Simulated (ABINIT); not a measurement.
Input of an ABINIT 10.8.3 (patched build) run:

The input run.abi:

```
# Pseudopotentials
pp_dirpath "./"
pseudos "Cd.LDA_PW-JTH.xml, F.LDA_PW-JTH.xml"

# Structure
acell 3*1.0
rprim
     0.0000000000     5.0909221797     5.0909221797
     5.0909221797     0.0000000000     5.0909221797
     5.0909221797     5.0909221797     0.0000000000
ntypat 2
znucl 48 9
natom 3
typat 1 2 2
xred
     0.0000000000     0.0000000000     0.0000000000
     0.7500000000     0.7500000000     0.7500000000
     0.2500000000     0.2500000000     0.2500000000

# Plane-wave basis
ecut 23.0
pawecutdg 45.0

# k points
kptopt 1
ngkpt 7 7 7
nshiftk 1
shiftk 0.0 0.0 0.0

# Exchange and correlation
ixc 7

# Bands and occupations
nband 17
occopt 3
tsmear 0.05 eV

# SCF cycle
nstep 100
tolvrs 1.0e-9

# Output
iomode 3
prtwf 0
prtden 0
prteig 0
prtebands 0
```

Potentials or basis: JTH PAW LDA v2.0.

Launch:

```sh
$ abinit run.abi > log 2>&1
```

(1) Estimate the band gap on the k mesh.

(2) Predict the pressure.

## Answers

(1) 2.83 eV, indirect (least direct gap 3.24 eV).

(2) -6.0 GPa.

Caveat: an odd mesh through Γ misses points on the zone boundary, where band edges often lie.
